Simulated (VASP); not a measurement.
Be: relaxation of cell and atoms with vdW-DF-cx

Be:

```
Be
1.0
     2.02081    0.00000    0.00000
     0.00000    2.02081    0.00000
     0.00000    0.00000    2.66164
Be
1
Direct
  0.00000 0.00000 0.50000
```

The cell was built by a generator and needn't be a form met in nature.

```
Program                : VASP 6.6.1
Task                   : relaxation of cell and atoms
Functional             : vdW-DF-cx
Potentials or basis    : VASP PAW PBE potentials, release 64 (Be)
Cutoff                 : 600 eV
k mesh                 : 13 × 13 × 10
Occupations            : fermi-dirac, width 0.05 eV
Spin                   : no spin polarisation
Further INCAR settings : ALGO = Normal; EDIFF = 1e-06; IBRION = 2; EDIFFG = -0.01; NSW = 60; ISIF = 3
```

```yaml
Relaxed_volume: 11.13 Å³/atom
Relaxed_cell: a = 2.038 Å, b = 2.038 Å, c = 2.679 Å, α = 90.00°, β = 90.00°, γ = 90.00°
Space_group_after_relaxing_to_0.05_Å: P4/mmm (No. 123)
Energy_gained_by_relaxing: 1.6 meV/atom
Ionic_steps: 5
Pressure_after_relaxing: 0.0 GPa
Band_gap_on_the_k_mesh: none (metal or under the smearing width)
```

The path:
```csv
step,energy change (eV),largest force (eV/Å),pressure (GPa),volume (Å³)
1,0.0000,0.0000,1.84,10.87
2,-0.0015,0.0000,0.22,11.07
3,-0.0015,0.0000,0.15,11.08
4,-0.0015,0.0000,0.09,11.10
5,-0.0016,0.0000,0.00,11.13
```

Final structure:
```
Be
1.0
     2.03842    0.00000    0.00000
     0.00000    2.03842    0.00000
     0.00000    0.00000    2.67872
Be
1
Cartesian
  0.0000 0.0000 1.3394
```

Levels at points of the mesh, in eV from the Fermi level:
| k point | band 1 | band 2 | band 3 | band 4 | band 5 |
| --- | --- | --- | --- | --- | --- |
| (0.00, 0.00, 0.00) | -9.02 | 5.88 | 12.12 | 17.43 | 17.43 |
| (0.00, 0.00, 0.50) | -4.74 | -4.70 | 18.69 | 18.69 | 25.82 |

Run time: 14 s on 1 thread of Intel(R) Xeon(R) 6975P-C (Granite Rapids), on a shared host, peak memory 0.22 GiB.

Caveat: the PAW data sets were made with another functional, which shifts forces and pressure a little.
